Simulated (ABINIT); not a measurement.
An input for ABINIT 10.8.3 (patched build) (FeSi2 (Linzhiite)):

File run.abi:

```
# Datasets
ndtset 2

# Pseudopotentials
pp_dirpath "./"
pseudos "Fe.LDA_PW-JTH.xml, Si.LDA_PW-JTH.xml"

# Structure
acell 2.76008792 2.76008792 5.18612612 Angstrom
rprim
     1.0000000000     0.0000000000     0.0000000000
     0.0000000000     1.0000000000     0.0000000000
     0.0000000000     0.0000000000     1.0000000000
ntypat 2
znucl 26 14
natom 3
typat 1 2 2
chkprim 0
chksymtnons 0
tolsym 1.0e-6
xred
            0.0            0.0            0.0
            1/2            1/2   0.7247505700
            1/2            1/2   0.2752494300

# Plane-wave basis
ecut 26.0
pawecutdg 48.0
ecutsm 0.5

# k points
ngkpt 8 8 4
nshiftk 1
shiftk 0.5 0.5 0.5

# Exchange and correlation
ixc 7

# Bands and occupations
nband 21
occopt 3
tsmear 0.00183747

# Spin
nsppol 2
spinat
     0.0000000000     0.0000000000     3.0000000000
     0.0000000000     0.0000000000     0.0000000000
     0.0000000000     0.0000000000     0.0000000000

# DFT+U
usepawu 1
lpawu 2 -1
upawu 6.2 0.0 eV
jpawu 0.9 0.0 eV

# SCF cycle
nstep 80

# Output
prteig 0
prtebands 0
prtwf 0
prtden 0
prtpot 0

# Dataset 1: ground state
kptopt1 1
tolvrs1 1.0e-11
prtwf1 1
tolwfr1 1.0e-14
nbdbuf1 4
nline1 6

# Dataset 2: atomic displacements at q = 0.5 0.5 0.0
rfphon2 1
rfatpol2 1 3
rfdir2 1 1 1
getwfk2 1
kptopt2 3
nqpt2 1
qpt2 1/2 1/2 0.0
tolvrs2 1.0e-8
```

Potentials or basis: JTH PAW LDA v2.0.

Command:

```console
$ mpirun --bind-to none -np 4 abinit run.abi > log 2>&1
```

Does this run start?

The run stopped without a result. It printed:

run.abo:

```text
.Version 10.8.3 of ABINIT
 DATASET    1 : space group P4/m m m (#123); Bravais tP (primitive tetrag.)
================================================================================
 Values of the parameters that define the memory need for DATASET  1.
     intxc =       0    ionmov =       0      iscf =      17    lmnmax =      18
     lnmax =       6     mgfft =      48  mpssoang =       3    mqgrid =    3057
     natom =       3  nloc_mem =       2    nspden =       2   nspinor =       1
    nsppol =       2      nsym =      16    n1xccc =       1    ntypat =       2
    occopt =       3   xclevel =       1
       mpw =        1709          nfft =       27648          nkpt =          20
[... 307 lines left out ...]

 chkinp: Checking input parameters for consistency, jdtset=   2.

 chkdpr: ERROR -
  Context : the value of the variable usepawu is   1.
  The value of the input variable norm(qpt) is  5.000000000000E-01,
  while it must be equal to   0.000000000000E+00.
  Action: you should change the input variables norm(qpt) or usepawu.

Checking consistency of input data against itself revealed some problem(s).
So, stopping. The details of the problem(s) are given in the error file or the standard output file (= "log" file).
In parallel, the details might not even be printed there. Then, try running in sequential to see the details.

--- !ERROR
message: |
    Checking consistency of input data against itself gave 1 inconsistency.
    The details of the problem can be FOUND ABOVE (or in output or log file).
    In parallel, the details might not even be printed there. Then, try running in sequential to see the details.
...

--- !ERROR
message: |
    Checking consistency of input data against itself gave 1 inconsistency.
    The details of the problem can be FOUND ABOVE (or in output or log file).
    In parallel, the details might not even be printed there. Then, try running in sequential to see the details.
...
```
